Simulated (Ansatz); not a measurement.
## GaAs (F-43m): relaxing the cell for a phonon run

Aim: bring GaAs (F-43m) to small forces and stress, as phonons need.

Program: Ansatz 0.2.0. Level of theory: DFT PBE, scalar-relativistic, plane waves, PAW. Results are calculated unless marked as measured.

**Measured values to reproduce.**

“Investigation of Radiation Effect on Structural and Optical Properties of GaAs under High-Energy Electron Irradiation” (2022, pmc:9457441) reports for GaAs, zincblende, by high-resolution XRD, reciprocal space mapping (commercial semi-insulating (001) wafer, relaxed): lattice constant a (cubic a from (004) reciprocal space maps; peak position was aligned …) 5.653 Å [Peak position aligned to 66.049 deg for all samples, so the value is effectively fixed by …].

“Evidence of valence band perturbations in GaAsN/GaAs(001): A combined variable-angle spectroscopic ellipsometry and modulated photoreflectance investigation” (2008, arxiv:0805.2212) reports for GaAs, zincblende, by variable-angle spectroscopic ellipsometry, parametric critical-point fit (semi-insulating GaAs(001) reference substrate with native oxide, 300 K): band gap (direct gap E0 at Gamma from ellipsometry) 1.412 ± 0.01 eV.

### 1. Set-up

Symmetry: F-43m, No. 216, cubic system. Conventional cell: a = 5.654 Å, b = 5.654 Å, c = 5.654 Å, α = 90.00°, β = 90.00°, γ = 90.00°. Nearest to Ga lie 4 As at 2.45 Å. As has 4 Ga at 2.45 Å nearest. Farther neighbours are not listed.

### 2. Probe on a coarse mesh

A quick single point on a coarse mesh tells whether the cell has a gap and how far it is from rest, which sets the k mesh and smearing that follow.

The input, input.yaml:

```yaml
crystal:
  lattice:
    - [0.0, 2.82685, 2.82685]
    - [2.82685, 0.0, 2.82685]
    - [2.82685, 2.82685, 0.0]
  atoms:
    - { symbol: Ga, position: [0.0, 0.0, 0.0] }
    - { symbol: As, position: [0.25, 0.25, 0.25] }
kpoints:
  mp_grid: { grid: [6, 6, 6] }
hamiltonian:
  xc: pbe
scf:
  occupations: { method: gaussian, width: 0.1 }
output:
  forces: true
  stress: true
  eigenvalues: true
```

Started as:

```sh
$ ansatz run input.yaml --threads 4 --pin off --max-ram 7168MiB --backend cpu --events-out ev --progress --plain --runs-dir out
```

Numbers of over 12 decimals in the logs are rounded to 6 here.

The log of the run:

```text
Engine: ansatz 0.2.0, aarch64-unknown-linux-gnu
Pseudopotentials: kind: paw
Pseudopotential: Ga, paw, valence charge 13, recommended cutoff 420 eV (normal), Ga.paw.azcp
Pseudopotential: As, paw, valence charge 15, recommended cutoff 420 eV (normal), As.paw.azcp
Functional definition: PBE
  parameter kappa = 0.804
  parameter beta = 0.066725
  exchange = pbe_x(kappa = kappa, mu = beta*pi^2/3)
[...]
--- Band table (eV; the first three rows and the last of 16) ---
  k-point 0: bands = [... 10 lower, -4.5366, 8.1914, 8.1914, 8.1914, 8.7049, 11.9251, 11.9251, 11.9251]
  k-point 1: bands = [... 10 lower, -4.2160, 5.4802, 7.8111, 7.8111, 9.8235, 12.4720, 12.4720, 12.8747]
  k-point 2: bands = [... 10 lower, -3.3888, 2.8153, 7.2651, 7.2651, 9.4074, 12.8913, 12.8913, 15.4414]
  k-point 15: bands = [... 10 lower, -1.9910, 1.5116, 4.8489, 4.9922, 11.4682, 11.6457, 15.3069, 15.6074]
[key lines of the parts left out:]
SCF converged after 6 iterations
Free energy (F): -8639.814016 eV
Fermi energy:    8.458182 eV
P = ⅓ Tr σ = 3.2607 GPa (32.607 kbar)
```

It took 1.1 s on 4 threads of Arm Neoverse V1, shared host; peak memory 0.31 GiB; 2.1 s of CPU time.

Numbers from this step:

```
pressure           : 3.261 GPa
volume per atom    : 22.59 Å³
gap on the k-mesh  : 0.5135 eV
direct gap on mesh : 0.5135 eV
```

The coarse mesh shows a gap of 0.51 eV and a pressure of 3.3 GPa.

### 3. Bringing the structure to rest

Harmonic phonons are second derivatives at a point where the forces vanish, and they are wanted at zero stress, so atoms and cell are relaxed first.

input.yaml, the sections that differ from step 2:

```yaml
kpoints:
  mp_grid: { grid: [12, 12, 12] }
scf:
  occupations: { method: gaussian, width: 0.02 }
output:
  forces: true
  stress: true
  eigenvalues: true
  write_density: true
  write_potential: true
  elf: true
  volumetric_format: npy
relax:
  adjacent_minimum: "off"
  f_tol: 0.005
  max_steps: 80
  cell: { stress_tol: 0.05 }
# crystal, hamiltonian: as in step 2
```

The log of the run:

```text
[...]
Crystal: 2 atoms, lattice volume = 45.179 Å³
Basis set: ecut = 420 eV, 893 PW (Γ), exchange–correlation on 54×54×54 points (8 copies of the dense FFT grid, shifted against one another)
Bands: 18, of which v1, the nominal top of the filled ones, is band 14 counted from 1 (13 counted from 0)
Symmetry: 24 space group operations
[...]
k-points: 72 of 1728 (time reversal used)
[...]
SCF iter   1: F=—  HF=-8639.839710 eV  |F-HF|=—  |Δ(HF+E_count)|=         —  Δρ=1.88e-3  dr2=2.71e-3  ethr=1.77e-3  ⟨swp⟩=6.0  Hψ=6101  notcnv=0
[...]
SCF iter   6: F=-8639.838692 eV  HF=-8639.838692 eV  |F-HF|=3.63e-9  |Δ(HF+E_count)|=   5.17e-7  Δρ=6.22e-6  dr2=2.39e-8  ethr=3.57e-10  ⟨swp⟩=5.9  Hψ=8164  notcnv=0
SCF 1 converged in 6 iterations: F = -8639.838692 eV  dr2 = 2.39e-8
[...]
relax step   1: F+E_penalty+E_count = -8639.83869165 eV  Δ(F+E_penalty+E_count) = +0.000e0 eV  max|allowed force component| = 1.018e-16 eV/Å  Δτ_max = 0.0000 Å  P = +3.294 GPa  Ω = 45.179 Å³  (6 SCF iters, dr2 threshold 1.00e-7 eV, accepted)
Crystal: 2 atoms, lattice volume = 46.948 Å³
Basis set: ecut = 420 eV, 941 PW (Γ), exchange–correlation on 54×54×54 points (8 copies of the dense FFT grid, shifted against one another)
[...]
iter 1 solved again at ethr=4.22e-6 eV; its pass at ethr=3.10e-3 eV (dr2=1.18e-3 eV) is discarded
[...]
SCF iter   6: F=-8639.859381 eV  HF=-8639.859381 eV  |F-HF|=1.92e-9  |Δ(HF+E_count)|=   7.46e-8  Δρ=3.36e-6  dr2=7.89e-9  ethr=5.48e-10  ⟨swp⟩=9.0  Hψ=9010  notcnv=0
SCF 2 converged in 6 iterations: F = -8639.859381 eV  dr2 = 7.89e-9
relax step   2: F+E_penalty+E_count = -8639.85938134 eV  Δ(F+E_penalty+E_count) = -2.069e-2 eV  max|allowed force component| = 3.296e-17 eV/Å  Δτ_max = 0.0000 Å  P = +0.616 GPa  Ω = 46.948 Å³  energy of the carried Pulay correction = -3.695e-4 eV  (6 SCF iters, dr2 threshold 2.00e-7 eV, accepted)
Crystal: 2 atoms, lattice volume = 47.375 Å³
[...]
SCF iter   4: F=-8639.860175 eV  HF=-8639.860175 eV  |F-HF|=3.14e-8  |Δ(HF+E_count)|=   1.40e-7  Δρ=1.07e-5  dr2=3.23e-8  ethr=7.14e-10  ⟨swp⟩=9.9  Hψ=10722  notcnv=0
SCF 3 converged in 4 iterations: F = -8639.860175 eV  dr2 = 3.23e-8
  Residual-converged pass: ⟨swp⟩=1.0  Hψ=1586  notcnv=0  max |occ|·‖R‖ = 7.0e-9 eV (tolerance 1.0e-8 eV)  dr2=3.23e-8  dr2_onsite=9.99e-9  max |Δocc| = 2.2e-16
relax step   3: F+E_penalty+E_count = -8639.86017526 eV  Δ(F+E_penalty+E_count) = -7.939e-4 eV  max|allowed force component| = 2.602e-17 eV/Å  Δτ_max = 0.0000 Å  P = +0.050 GPa  Ω = 47.375 Å³  energy of the carried Pulay correction = -4.564e-4 eV  (4 SCF iters, dr2 threshold 2.00e-7 eV, accepted)
[...]
relax step   4: F+E_penalty+E_count = -8639.86017374 eV  Δ(F+E_penalty+E_count) = +1.519e-6 eV  max|allowed force component| = 4.460e-17 eV/Å  Δτ_max = 0.0000 Å  P = +0.001 GPa  Ω = 47.413 Å³  energy of the carried Pulay correction = -4.642e-4 eV  (4 SCF iters, dr2 threshold 6.36e-9 eV, accepted)
Basis set: ecut = 420 eV, 941 PW (Γ), exchange–correlation on 60×60×60 points (8 copies of the dense FFT grid, shifted against one another)
[...]
SCF iter   7: F=-8639.860638 eV  HF=-8639.860638 eV  |F-HF|=9.09e-12  |Δ(HF+E_count)|=  4.55e-10  Δρ=5.72e-8  dr2=3.04e-12  ethr=1.00e-12  ⟨swp⟩=5.7  Hψ=5497  notcnv=0
SCF 5 converged in 7 iterations: F = -8639.860638 eV  dr2 = 3.04e-12
relax step   5: F+E_penalty+E_count = -8639.86063784 eV  Δ(F+E_penalty+E_count) = -4.641e-4 eV  max|allowed force component| = 2.804e-17 eV/Å  Δτ_max = 0.0000 Å  P = +0.002 GPa  Ω = 47.413 Å³  stress off target by 2.28e-3 GPa  SCF on the basis re-selected at this cell (its energy is not comparable with the rows above)  (7 SCF iters)
basis re-selected at this cell: Δ(F+E_penalty+E_count) = -4.641e-4 eV, ΔP = +0.001 GPa vs the last step (what re-selecting the basis moved, of the pressure what is left beyond the Pulay correction that the steps carried, after the strain that the cell walked since its last selection, with what the two solves' SCF thresholds leave and, on support functions, any second-order correction that the steps lacked; it is no measure of the basis error at this ecutwfc). The dense FFT grid was sized anew with the basis: this SCF ran on 30×30×30 points, the steps before it on 27×27×27, so part of this shift can come from that change (see relax.cell in the input reference). [rest of the remark cut]
SCF converged after 7 iterations
Free energy (F): -8639.860638 eV
[...]
Internal energy: -8639.860638 eV  (E = F + TS)
E sigma→0 (E₀):  -8639.860638 eV
Fermi energy:    7.623330 eV
[...]
--- Stress (GPa, compression-positive) ---
        0.002283       0.000000       0.000000
        0.000000       0.002283       0.000000
        0.000000       0.000000       0.002283
  P = ⅓ Tr σ = 0.0023 GPa (0.023 kbar)
--- Band table (eV; the first three rows and the last of 72) ---
  k-point 0: bands = [... 10 lower, -4.8500, 7.5416, 7.5416, 7.5416, 7.7024, 11.2677, 11.2677, 11.2677]
  k-point 1: bands = [... 10 lower, -4.7738, 6.2606, 7.4371, 7.4371, 8.6518, 11.3930, 11.4256, 11.4256]
  k-point 2: bands = [... 10 lower, -4.5521, 4.8413, 7.1891, 7.1891, 8.9802, 11.7833, 11.7833, 12.0815]
  k-point 71: bands = [... 10 lower, -2.5098, 1.1182, 4.2328, 4.4243, 11.9389, 12.2398, 12.8030, 13.5694]
--- Relaxed structure (4 steps of the walk, 4 accepted, 1 SCFs on fresh bases) ---
  F+E_penalty+E_count = -8639.86063784 eV   max|allowed force component| = 2.804e-17 eV/Å   (the final SCF, on the basis selected at the relaxed cell)
  cell:  # Å, volume = 47.4130 Å³
    - [0, 2.872692, 2.872692]
    - [2.872692, 0, 2.872692]
    - [2.872692, 2.872692, 0]
  atoms:
    - { symbol: Ga, position: [0, 0, 0] }
    - { symbol: As, position: [0.250000, 0.250000, 0.250000] }
```

Wall time 9.3 s (4 threads); peak memory 0.44 GiB.

Step by step:

| step | energy less that of the first step (eV) | largest force component (eV/Å) | pressure (GPa) | volume (Å³) |
| --- | --- | --- | --- | --- |
| 1 | 0.0000 | 0.0000 | 3.29 | 45.18 |
| 2 | -0.0207 | 0.0000 | 0.62 | 46.95 |
| 3 | -0.0215 | 0.0000 | 0.05 | 47.37 |
| 4 | -0.0215 | 0.0000 | 0.00 | 47.41 |
| 5* | -0.0219 | 0.0000 | 0.00 | 47.41 |

Relaxation steps marked * repeat the geometry before them on a plane-wave basis chosen anew for their cell, so energy and pressure can jump there.

Forces are held to the 24 operations that the run works with; a distortion that breaks them can't arise in this run.

```
conventional cell, symmetrised  before  after  change
                         a (Å)   5.654  5.745  +1.6 %
                         b (Å)   5.654  5.745  +1.6 %
                         c (Å)   5.654  5.745  +1.6 %
              volume (Å³/atom)   22.59  23.71  +4.9 %
```

The relaxed structure:

```xyz
2
Lattice="0.0000 2.8727 2.8727 2.8727 0.0000 2.8727 2.8727 2.8727 0.0000" Properties=species:S:1:pos:R:3 pbc="T T T"
Ga    0.0000    0.0000    0.0000
As    1.4363    1.4363    1.4363
```

This step gave:

| Quantity | Value |
| --- | --- |
| pressure | 0.002283 GPa |
| gap on the k-mesh | 0.1607 eV |
| volume per atom | 23.71 Å³ |
| direct gap on mesh | 0.1607 eV |

Valence density in the ac plane of a cell with a along [110], b along [-110] and c along [001] of the cube at fractional y = 0.000, with atoms of Ga and As within 0.2 Å of it. It is the smooth field of the valence electrons, not physical close to the nuclei.

Ten steps, logarithmic in the rise over the least value, from '0' (0 e/Å³) to '9' (37 e/Å³), each cell a mean:
```
85211111125873111111137
42112222112432112221123
11124664211111125652111
00126885210001147973110
00125885200000137873100
00012442100000023532000
00001111000000011111000
00000000000000000000000
00000000000000000000000
00000000000000000000000
00000000000000000000000
00000000000000000000000
00000000000000000000000
21000000001221000000012
64100000014652100000125
96210000126984100000148
```
Columns run along a (8.1 Å), rows up along c (5.7 Å), edges of the conventional cell, whose origin can differ from the input's. Atoms in or near the plane, at fractional coordinates: Ga at (0.50, 0.00), Ga at (0.00, 0.00), As at (0.75, 0.75), As at (0.25, 0.75).

Electrostatic potential energy in the ac plane of a cell with a along [110], b along [-110] and c along [001] of the cube at fractional y = 0.000, with atoms of Ga and As within 0.2 Å of it. With pseudopotentials it is smooth inside the atoms' cores, unlike the true potential.

Ten even steps from '0' (-15 eV) to '9' (12 eV), each cell a mean:
```
00278778720000577777500
01564224651003653235630
56743773476557625752675
88736995378888539982588
99834994389998627972689
99862332689999742424799
99986456899999975457999
99999889999999998889999
99999999999999999999999
99999999999999999999999
99999999999999999999999
99999999999999999999999
78899999988778999999987
24789999874235899999853
00489999730001689998610
00278998720000589998400
```
Columns run along a (8.1 Å; values clipped at the 3rd and 97th percentile), rows up along c (5.7 Å), edges of the conventional cell, whose origin can differ from the input's. Atoms in or near the plane, at fractional coordinates: Ga at (0.50, 0.00), Ga at (0.00, 0.00), As at (0.75, 0.75), As at (0.25, 0.75).

ELF in the ac plane of a cell with a along [110], b along [-110] and c along [001] of the cube at fractional y = 0.000, with atoms of Ga and As within 0.2 Å of it. It is the smooth field of the valence electrons, not physical close to the nuclei.

Ten even steps from '_' (0.01) to '@' (0.74), each cell a mean:
```
__..--##%%%%%%%%**--..____::++%%%%%%%%%%++::__
::--++@@@@%%%%@@@@++--::::==%%@@%%%%%%@@%%==::
--==%%@@%%++++%%@@%%==----**@@@@**==**@@@@**--
--++%%@@++::::++@@%%++--==##@@##--::--##@@##==
::==##%%**----**%%##==..::**%%##==--==##%%**::
__::++####****####++::__..==######**####**==..
____--**##%%%%##**--______::++##%%%%%%##++..__
____..--++####++--..________::==**##**==::____
______..::----::______________..::--::..______
______________________________________________
..____________________..______________________
::::..____________..::::::..______________..::
----::..________..::--------::__________::----
------::..____..::----------::..______..::----
..::----::....::----::....------::..::------..
....--==++++++++==--....__::--++++++++++--::__
```
Columns run along a (8.1 Å), rows up along c (5.7 Å), edges of the conventional cell, whose origin can differ from the input's. Atoms in or near the plane, at fractional coordinates: Ga at (0.50, 0.00), Ga at (0.00, 0.00), As at (0.75, 0.75), As at (0.25, 0.75).

In this step the volume went from 22.59 to 23.71 Å³/atom.

### 4. Tight relaxation

Phonons need a cell at rest on their own settings, so the relaxation is repeated with tight tolerances on forces and stress on the k mesh and occupations of the first response run.

input.yaml, the sections that differ from step 3:

```yaml
crystal:
  lattice:
    - [0.0, 2.8726922801, 2.8726922801]
    - [2.8726922801, 0.0, 2.8726922801]
    - [2.8726922801, 2.8726922801, 0.0]
  atoms:
    - { symbol: Ga, position: [0.0, 0.0, 0.0] }
    - { symbol: As, position: [0.25, 0.25, 0.25] }
output:
  forces: true
  stress: true
  eigenvalues: true
relax:
  adjacent_minimum: "off"
  f_tol: 0.001
  max_steps: 60
  cell: { stress_tol: 0.01 }
# kpoints, hamiltonian, scf: as in step 3
```

The log of the run:

```text
[...]
Crystal: 2 atoms, lattice volume = 47.413 Å³
Basis set: ecut = 420 eV, 941 PW (Γ), exchange–correlation on 60×60×60 points (8 copies of the dense FFT grid, shifted against one another)
Bands: 18, of which v1, the nominal top of the filled ones, is band 14 counted from 1 (13 counted from 0)
[... 1 set-up line as in the run before ...]
[...]
k-points: 72 of 1728 (time reversal used)
[...]
k-point 71: bands = [... 10 lower, -2.5098, 1.1182, 4.2328, 4.4243, 11.9389, 12.2398, 12.8030, 13.5694]
--- Relaxed structure (1 steps of the walk, 1 accepted, 1 SCFs on fresh bases) ---
[...]
cell:  # Å, volume = 47.4130 Å³
    - [0.0, 2.8726922801, 2.8726922801]
    - [2.8726922801, 0.0, 2.8726922801]
    - [2.8726922801, 2.8726922801, 0.0]
  atoms:
    - { symbol: Ga, position: [0.0, 0.0, 0.0] }
    - { symbol: As, position: [0.25, 0.25, 0.25] }
[key lines of the parts left out:]
SCF converged after 6 iterations
Free energy (F): -8639.860638 eV
Fermi energy:    7.623328 eV
P = ⅓ Tr σ = 0.0023 GPa (0.023 kbar)
```

Wall time 3.7 s (4 threads); peak memory 0.42 GiB.

Little changed from the start: no atom moved by 0.005 Å and no cell edge by 0.1 %.

The forces vanish by symmetry and the pressure is 0.002 GPa, within the tolerances set. The cell now holds 23.71 Å³/atom.

### 5. Outcome

```
space group after relaxation (within 0.01 Å) : F-43m
lattice constant a                           : 5.745 Å
lattice constant b                           : 5.745 Å
lattice constant c                           : 5.745 Å
volume per atom                              : 23.7 Å³
gap on the k-mesh                            : 0.161 eV
```

The forces vanish by symmetry and the pressure is 0.002 GPa, within the tolerances set. The cell now holds 23.71 Å³/atom. The relaxation keeps the symmetry of its start, so it says nothing on stability against lower symmetry.

Computed beside measured:

| quantity | measured | PBE, PAW |
| --- | --- | --- |
| lattice constant a (Å) | 5.653 | 5.745 (+1.6 %) |
| band gap (direct gap) (eV) | 1.412 | 0.16 (-1.25 eV) |

Measured values from pmc:9457441 (2022) and arxiv:0805.2212 (2008).

**Verdict.** The lattice constant a is off by +1.6 %: a clear miss. The band gap is off by -1.25 eV: a clear miss. Local and semilocal functionals usually give gaps below the measured ones. Zero-point and thermal motion shift the measured gap. The grades are ours: good and fair within 0.7 and 1.5 % for the lattice constant a. For lattice constants the calculation has a static lattice, without zero-point motion or thermal expansion. As a rule both would widen the computed cell, so the excess over experiment is if anything larger than shown.

[Logs are printed without paths, hosts, clocks, repeated set-up lines and the standing remarks that a program may print on its own settings, such as how far it seeks lower states.]

[Hosts, paths, dates, database ids (printed as entryN), source tags and the programs' standing remarks are cut or masked in the printed files.]
